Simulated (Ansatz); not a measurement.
**The perfect AlAs wire along [110], 8 atoms a period, H-terminated**

Wanted: the relaxed geometry and the bands of the AlAs wire along [110], 8 atoms a period, H-terminated.

Program: Ansatz 0.2.0. Level of theory: DFT PBE, plane waves, PAW; relaxation of a wire's period; PAW set soft_1, in the first sound run; inputs show where later runs differ. Results are calculated unless marked as measured.

This is a report of a sequence of runs, with most program output left out.

### Step 1. Starting point

The cell holds 16 atoms: 8 H, 4 Al and 4 As. Its edges and angles: a = 15.764 Å, b = 13.416 Å, c = 4.052 Å, α = 90.0°, β = 90.0°, γ = 90.0°. Vacuum lies along a and b. The structure's axis is c.

### Step 2. Relaxing the period

Band widths follow the bond lengths, so the wire is relaxed first. The atoms and the third cell vector are free; the box across stays fixed as vacuum. A Fermi-Dirac smearing is set since the result may be a metal. The pressure printed is a third of the stress's trace over the whole box, vacuum included; only the stress along the axis is relaxed.

The input, input.yaml:

```yaml
crystal:
  lattice:
    - [15.764, 0.0, 0.0]
    - [0.0, 13.416, 0.0]
    - [0.0, 0.0, 4.0517218562]
  atoms:
    - { symbol: H, position: [0.397424512, 0.253428742, 0.0] }
    - { symbol: Al, position: [0.454925141, 0.348978804, 0.0] }
    - { symbol: H, position: [0.215681299, 0.595532215, 0.5] }
    - { symbol: H, position: [0.215681299, 0.404432091, 0.5] }
    - { symbol: Al, position: [0.273181929, 0.499982153, 0.5] }
    - { symbol: As, position: [0.545796747, 0.650985502, 0.5] }
    - { symbol: As, position: [0.545796747, 0.348978804, 0.5] }
    - { symbol: H, position: [0.602564885, 0.745318365, 0.5] }
    - { symbol: H, position: [0.602564885, 0.25464594, 0.5] }
    - { symbol: Al, position: [0.636668353, 0.499982153, 0.5] }
    - { symbol: As, position: [0.364053535, 0.499982153, 0.0] }
    - { symbol: H, position: [0.397424512, 0.746535564, 0.0] }
    - { symbol: Al, position: [0.454925141, 0.650985502, 0.0] }
    - { symbol: As, position: [0.72753996, 0.499982153, 0.0] }
    - { symbol: H, position: [0.784308097, 0.594315016, 0.0] }
    - { symbol: H, position: [0.784308097, 0.405649289, 0.0] }
kpoints:
  mp_grid: { grid: [1, 1, 20] }
scf:
  occupations: { method: fermi_dirac, width: 0.05 }
hamiltonian:
  xc: pbe
  pseudopotentials: { kind: paw, azcp: { folder: soft_1 } }
relax:
  cell: { fix: [a, b, alpha, beta, gamma] }
  max_steps: 45
  f_tol: 0.03
```

Launch:

```bash
$ ansatz run input.yaml --threads 4 --pin off --max-ram 16384MiB --backend cpu --events-out ev --progress --plain --runs-dir out
```

Wall time 83 s (4 threads of Intel Xeon Platinum 8259CL at 2.50GHz (Skylake/Cascade Lake), shared host); peak memory 1.6 GiB.

Relaxation path:

```
step  energy less that of the first step (eV)  largest force component (eV/Å)  pressure (GPa)  volume (Å³)
   1                                   0.0000                          1.1090            0.12       856.90
   2                                  -0.3389                          0.6040           -0.06       864.72
   3                                  -0.3866                          0.1666           -0.01       871.87
   4                                  -0.3896                          0.0531            0.00       877.66
   5                                  -0.3904                          0.0106           -0.01       877.74
  6*                                  -0.3933                          0.0107           -0.01       877.74
```

Relaxation steps marked * repeat the geometry before them on a plane-wave basis chosen anew for their cell, so energy and pressure can jump there.

The run keeps the 4 symmetry operations that it works with, so distortions that break them were not tested.

| cell as run | before | after | change |
| --- | --- | --- | --- |
| c (Å) | 4.052 | 4.150 | +2.4 % |

The atoms that moved most (Å, along periodic axes as changes of fractional coordinates times the final cell, across vacuum about the mean position):

| atom | dx | dy | dz | length |
| --- | --- | --- | --- | --- |
| H1 | 0.102 | -0.162 | 0.000 | 0.192 |
| H12 | 0.102 | 0.162 | 0.000 | 0.192 |
| H4 | 0.112 | -0.119 | 0.000 | 0.164 |
| H3 | 0.112 | 0.119 | 0.000 | 0.164 |
| H9 | 0.014 | 0.150 | 0.000 | 0.151 |
| H8 | 0.014 | -0.150 | 0.000 | 0.151 |
| H16 | 0.012 | 0.119 | 0.000 | 0.120 |
| H15 | 0.012 | -0.119 | 0.000 | 0.120 |

This step gave:

| Quantity | Value |
| --- | --- |
| cell length along the wire | 4.150 Å |

The cell's length comes to 4.150 Å with spin left out.

### Step 3. Bands of the perfect wire

This step: DFT PBE, plane waves, PAW; bands of a perfect wire; PAW set soft_1 (Ansatz 0.2.0).

At the relaxed period the bands are computed along the axis; those that cross an energy going forward count the channels that a perfect wire would open there.

The input, input.yaml:

```yaml
crystal:
  lattice:
    - [15.764, 0.0, 0.0]
    - [0.0, 13.416, 0.0]
    - [0.0, 0.0, 4.1502696365]
  atoms:
    - { symbol: H, position: [0.403908642, 0.241346654, 0.0] }
    - { symbol: Al, position: [0.449010553, 0.347339466, 0.0] }
    - { symbol: H, position: [0.222804295, 0.604434982, 0.5] }
    - { symbol: H, position: [0.222804295, 0.395529323, 0.5] }
    - { symbol: Al, position: [0.271719932, 0.499982153, 0.5] }
    - { symbol: As, position: [0.541622148, 0.646714605, 0.5] }
    - { symbol: As, position: [0.541622148, 0.353249701, 0.5] }
    - { symbol: H, position: [0.603425149, 0.734101683, 0.5] }
    - { symbol: H, position: [0.603425149, 0.265862623, 0.5] }
    - { symbol: Al, position: [0.631761952, 0.499982153, 0.5] }
    - { symbol: As, position: [0.365587505, 0.499982153, 0.0] }
    - { symbol: H, position: [0.403908642, 0.758617652, 0.0] }
    - { symbol: Al, position: [0.449010553, 0.65262484, 0.0] }
    - { symbol: As, position: [0.722048178, 0.499982153, 0.0] }
    - { symbol: H, position: [0.785093, 0.585445275, 0.0] }
    - { symbol: H, position: [0.785093, 0.414519031, 0.0] }
kpoints:
  mp_grid: { grid: [1, 1, 20] }
  band_path: { path: ["Γ", Z], npoints: 90 }
scf:
  occupations: { method: fermi_dirac, width: 0.05 }
hamiltonian:
  xc: pbe
  pseudopotentials: { kind: paw, azcp: { folder: soft_1 } }
output:
  dos: { e_range: [-5, 4] }
  write_potential: true
  write_density: true
  volumetric_format: npy
```

It took 84 s on 4 threads; peak memory 2.8 GiB.

Numbers from this step:

| Property | Result |
| --- | --- |
| band gap | 1.696 eV |

Electronic bands along the path, in eV, zero at the Fermi level:

| point | band 37 | band 38 | band 39 | band 40 | band 41 | band 42 | band 43 | band 44 |
| --- | --- | --- | --- | --- | --- | --- | --- | --- |
| Γ | -1.86 | -1.57 | -1.45 | -0.86 | 0.84 | 1.58 | 1.62 | 2.10 |
| halfway | -2.20 | -2.01 | -1.61 | -1.33 | 1.80 | 1.91 | 2.41 | 2.75 |
| Z | -2.08 | -2.01 | -1.95 | -1.85 | 1.78 | 2.00 | 2.14 | 2.18 |

The gap is 1.70 eV, with spin left out.

On this path the gap is direct, 1.70 eV, with the valence top at Γ and the conduction bottom at Γ.

### Step 4. Levels at the same atoms

This step: DFT HSE06, plane waves, PAW; levels of a perfect wire at the PBE geometry; PAW set soft_1 (Ansatz 0.2.0).

The atoms stay at the PBE geometry and the functional changes. HSE06 mixes in a quarter of short-range exact exchange, which removes part of the self-interaction that closes gaps; it is dear, so the mesh is thinner and no path is run. Against the first PBE run of this kind, the mesh along the wire has 8 points against 20.

input.yaml, as its differences from that of step 3:

```diff
@@ -23,4 +23,3 @@
 kpoints:
-  mp_grid: { grid: [1, 1, 20] }
-  band_path: { path: ["Γ", Z], npoints: 90 }
+  mp_grid: { grid: [1, 1, 8] }
 scf:
@@ -28,8 +27,3 @@
 hamiltonian:
-  xc: pbe
+  xc: hse06
   pseudopotentials: { kind: paw, azcp: { folder: soft_1 } }
-output:
-  dos: { e_range: [-5, 4] }
-  write_potential: true
-  write_density: true
-  volumetric_format: npy
```

The job ended after 4 min (4 threads; peak memory 13 GiB; 15 min of CPU time).

Numbers from this step:

| Property | Result |
| --- | --- |
| band gap | 2.363 eV |

The gap is 2.36 eV, against 1.70 eV under PBE at the relaxed period.

### Step 5. Two-component spinors, k-mesh 1×1×13

This step: DFT PBE, plane waves, fully relativistic PAW; bands of a perfect wire with spin-orbit coupling; PAW set soft_1 (Ansatz 0.2.0).

Spin-orbit coupling mixes the spins and splits bands that cross or touch without it, so it can open or close channels. Fully relativistic datasets take the place of the scalar ones. Against the first PBE run of this kind, the mesh along the wire has 13 points against 20.

input.yaml, as its differences from that of step 4:

```diff
@@ -23,3 +23,4 @@
 kpoints:
-  mp_grid: { grid: [1, 1, 8] }
+  mp_grid: { grid: [1, 1, 13] }
+  band_path: { path: ["Γ", Z], npoints: 90 }
 scf:
@@ -27,3 +28,6 @@
 hamiltonian:
-  xc: hse06
-  pseudopotentials: { kind: paw, azcp: { folder: soft_1 } }
+  xc: pbe
+  pseudopotentials: { kind: paw_fr, azcp: { folder: soft_1 } }
+magnetization:
+  noncollinear: true
+  spin_orbit: true
```

The job ended after 10 min (4 threads; peak memory 9.9 GiB).

Numbers from this step:

```
band gap : 1.688 eV
```

Electronic bands along the path, in eV, zero at the Fermi level; v1 is the highest filled band, c1 the lowest empty one:

```csv
point,v4,v3,v2,v1,c1,c2,c3,c4
Γ,-1.45,-1.45,-0.85,-0.85,0.84,0.84,1.58,1.58
halfway,-1.61,-1.61,-1.36,-1.29,1.80,1.80,1.91,1.91
Z,-1.94,-1.94,-1.85,-1.85,1.78,1.78,2.00,2.00
```

The gap is 1.69 eV, against 1.70 eV under PBE at the relaxed period, with no moment.

### Step 6. Cost and result by level

Times are for 4 threads of Intel Xeon Platinum 8259CL at 2.50GHz (Skylake/Cascade Lake), shared host. The runs compared:

```
no.     run  band gap (eV)    time  memory (GiB)
  1    lead          1.696    84 s           2.8
  2  levels          2.363   4 min            13
  3     SOC          1.688  10 min           9.9
```

### Step 7. At a strained period, period over the relaxed period 1.1, k-mesh 1×1×14

This step: DFT PBE, plane waves, PAW; relaxation at a fixed period; PAW set soft_1 (Ansatz 0.2.0).

The period is set to 1.1 times the relaxed one and the atoms relax within it: strain changes bond lengths and angles, which shifts the bands against each other. Against the first PBE run of this kind, the mesh along the wire has 14 points against 20.

The cell differs from the one that the last finished run ended in (c 4.150 → 4.565 Å).

input.yaml, as its differences from that of step 5:

```diff
@@ -4,3 +4,3 @@
     - [0.0, 13.416, 0.0]
-    - [0.0, 0.0, 4.1502696365]
+    - [0.0, 0.0, 4.5652966002]
   atoms:
@@ -23,3 +23,3 @@
 kpoints:
-  mp_grid: { grid: [1, 1, 13] }
+  mp_grid: { grid: [1, 1, 14] }
   band_path: { path: ["Γ", Z], npoints: 90 }
@@ -29,5 +29,7 @@
   xc: pbe
-  pseudopotentials: { kind: paw_fr, azcp: { folder: soft_1 } }
-magnetization:
-  noncollinear: true
-  spin_orbit: true
+  pseudopotentials: { kind: paw, azcp: { folder: soft_1 } }
+relax:
+  max_steps: 40
+  f_tol: 0.02
+output:
+  stress: true
```

It took 2.1 min on 4 threads; peak memory 3.1 GiB; 7.9 min of CPU time.

Step by step:

| step | energy less that of the first step (eV) | largest force component (eV/Å) |
| --- | --- | --- |
| 1 | 0.0000 | 0.6838 |
| 2 | -0.1438 | 0.3091 |
| 3 | -0.1753 | 0.0441 |
| 4 | -0.1769 | 0.0294 |
| 5 | -0.1773 | 0.0096 |

The run keeps the 4 symmetry operations that it works with, so distortions that break them were not tested.

The atoms that moved most (Å):

```csv
atom,dx,dy,dz,length
As14,-0.223,0.000,0.000,0.223
H3,0.206,0.013,0.000,0.207
H4,0.206,-0.013,0.000,0.207
H15,-0.200,-0.014,0.000,0.201
H16,-0.200,0.014,0.000,0.201
Al5,0.175,0.000,0.000,0.175
H1,0.124,-0.007,0.000,0.124
H12,0.124,0.007,0.000,0.124
```

Final coordinates:

```xyz
16
Lattice="15.7640 0.0000 0.0000 0.0000 13.4160 0.0000 0.0000 0.0000 4.5653" Properties=species:S:1:pos:R:3
H     6.4911    3.2307    0.0000
Al    7.1447    4.6801    0.0000
H     3.7187    8.1222    2.2826
H     3.7187    5.2933    2.2826
Al    4.4588    6.7078    2.2826
As    8.4482    8.6762    2.2826
As    8.4482    4.7393    2.2826
H     9.4538    9.8257    2.2826
H     9.4538    3.5898    2.2826
Al    9.8847    6.7078    2.2826
As    5.7890    6.7078    0.0000
H     6.4911   10.1848    0.0000
Al    7.1447    8.7354    0.0000
As   11.1590    6.7078    0.0000
H    12.1761    7.8402    0.0000
H    12.1761    5.5753    0.0000
```

Numbers from this step:

* band gap: 1.418 eV

The electronic bands at the labelled points (eV, zero at the Fermi level):

```csv
point,band 37,band 38,band 39,band 40,band 41,band 42,band 43,band 44
Γ,-1.62,-1.26,-1.08,-0.95,0.68,1.56,1.57,2.18
halfway,-1.65,-1.51,-1.36,-0.82,2.36,2.54,2.63,3.14
Z,-1.75,-1.72,-1.39,-1.35,2.66,2.76,2.84,2.96
```

The gap is 1.42 eV, against 1.70 eV under PBE at the relaxed period.

### Step 8. At a strained period, period over the relaxed period 0.94, k-mesh 1×1×16

The period is set to 0.94 times the relaxed one and the atoms relax within it: strain changes bond lengths and angles, which shifts the bands against each other. Against the first PBE run of this kind, the mesh along the wire has 16 points against 20.

The cell differs from the one that the last finished run ended in (c 4.565 → 3.901 Å).

input.yaml, as its differences from that of step 7:

```diff
@@ -4,3 +4,3 @@
     - [0.0, 13.416, 0.0]
-    - [0.0, 0.0, 4.5652966002]
+    - [0.0, 0.0, 3.9012534583]
   atoms:
@@ -23,3 +23,3 @@
 kpoints:
-  mp_grid: { grid: [1, 1, 14] }
+  mp_grid: { grid: [1, 1, 16] }
   band_path: { path: ["Γ", Z], npoints: 90 }
```

Elapsed: 1.8 min, on 4 threads; peak memory 2.8 GiB.

Relaxation path:

```
step  energy less that of the first step (eV)  largest force component (eV/Å)
   1                                   0.0000                          0.7111
   2                                  -0.1113                          0.0907
   3                                  -0.1128                          0.0156
   4                                  -0.1128                          0.0158
```

Forces are held to the 4 operations that the run works with; a distortion that breaks them can't arise in this run.

The atoms that moved most (Å):

| atom | dx | dy | dz | length |
| --- | --- | --- | --- | --- |
| As14 | 0.129 | 0.000 | 0.000 | 0.129 |
| H4 | -0.117 | 0.004 | 0.000 | 0.117 |
| H3 | -0.117 | -0.004 | 0.000 | 0.117 |
| H16 | 0.114 | -0.009 | 0.000 | 0.115 |
| H15 | 0.114 | 0.009 | 0.000 | 0.115 |
| Al5 | -0.108 | 0.000 | 0.000 | 0.108 |
| H12 | -0.060 | -0.002 | 0.000 | 0.060 |
| H1 | -0.060 | 0.002 | 0.000 | 0.060 |

Final coordinates:

```xyz
16
Lattice="15.7640 0.0000 0.0000 0.0000 13.4160 0.0000 0.0000 0.0000 3.9013" Properties=species:S:1:pos:R:3
H     6.3070    3.2398    0.0000
Al    7.0377    4.6516    0.0000
H     3.3949    8.1055    1.9506
H     3.3949    5.3100    1.9506
Al    4.1755    6.7078    1.9506
As    8.5916    8.6777    1.9506
As    8.5916    4.7379    1.9506
H     9.5415    9.8681    1.9506
H     9.5415    3.5474    1.9506
Al    9.9965    6.7078    1.9506
As    5.7470    6.7078    0.0000
H     6.3070   10.1758    0.0000
Al    7.0377    8.7639    0.0000
As   11.5114    6.7078    0.0000
H    12.4906    7.8629    0.0000
H    12.4906    5.5526    0.0000
```

This step gave:

```yaml
band_gap: 1.753 eV
```

The electronic bands at the labelled points (eV, zero at the Fermi level):

| point | band 37 | band 38 | band 39 | band 40 | band 41 | band 42 | band 43 | band 44 |
| --- | --- | --- | --- | --- | --- | --- | --- | --- |
| Γ | -2.11 | -2.05 | -1.89 | -0.87 | 0.88 | 1.03 | 1.23 | 1.67 |
| halfway | -2.76 | -2.54 | -2.09 | -1.92 | 1.15 | 1.26 | 1.83 | 2.18 |
| Z | -2.67 | -2.57 | -2.55 | -2.25 | 1.02 | 1.38 | 1.49 | 1.50 |

The gap is 1.75 eV, against 1.70 eV under PBE at the relaxed period.

### Step 9. Outcome

```
cell length, PBE              : 4.150 Å
gap, PBE                      : 1.70 eV
gap, HSE06                    : 2.36 eV
gap, with spin-orbit coupling : 1.69 eV
gap, period scaled by 1.1     : 1.42 eV
gap, period scaled by 0.94    : 1.75 eV
```

In words: Under PBE the cell's length is 4.15 Å, and a gap of 1.70 eV makes it a semiconductor. At the relaxed period the wire is gapped under every functional, from 1.70 eV (PBE) to 2.36 eV (HSE06). Weak screening in one dimension makes quasiparticle gaps larger than the semilocal gaps, as a rule. Strain matters: under PBE the gap goes from 1.70 eV to 1.75 eV at 0.94 times the period and 1.42 eV at 1.1 times the period. Plain hydrogen on a compound's surface is a simple closure: it may leave surface states, and facets that end in unlike atoms put a field across the wire, both of which shrink the gap. A hybrid's gap is read on a coarse mesh, without a band path.

[Logs are printed without paths, hosts, clocks, repeated set-up lines and the standing remarks that a program may print on its own settings, such as how far it seeks lower states.]

[Hosts, paths, dates, database ids (printed as entryN), source tags and the programs' standing remarks are cut or masked in the printed files.]
